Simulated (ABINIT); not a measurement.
The system is BN.

```xyz
4
Lattice="2.5539 0.0000 0.0000 -1.2770 2.2118 0.0000 0.0000 0.0000 4.2269" Properties=species:S:1:pos:R:3 pbc="T T T"
N     0.0000    1.4745    0.5295
N     1.2770    0.7373    2.6430
B     0.0000    1.4745    2.1123
B     1.2770    0.7373    4.2257
```

Measurements of this composition are mostly on another form, of space group No. 194.

Base run:

- Program: ABINIT 10.8.3 (patched build)
- Functional: r2SCAN
- Potentials or basis: JTH PAW PBE v2.0
- Cutoff: 844 eV
- k mesh: 12 × 12 × 6
- Occupations: fermi-dirac, width 0.05 eV
- Spin: no spin polarisation

Its results: band gap on the k mesh 5.71 eV, indirect (least direct gap 8.89 eV); largest force 0.045 eV/Å.

Q: The run is repeated on the same cell with these changes: functional from r2SCAN to RPBE. What comes out?

A: Band gap on the k mesh 5.26 eV, indirect (least direct gap 8.27 eV); largest force 0.011 eV/Å.

r2SCAN gives the wider gap, since meta-GGAs in the generalised Kohn-Sham scheme recover part of the derivative discontinuity.

Caveats: the PAW data sets were made with another functional, which shifts forces and pressure a little.

Not every run made on this cell is shown here.
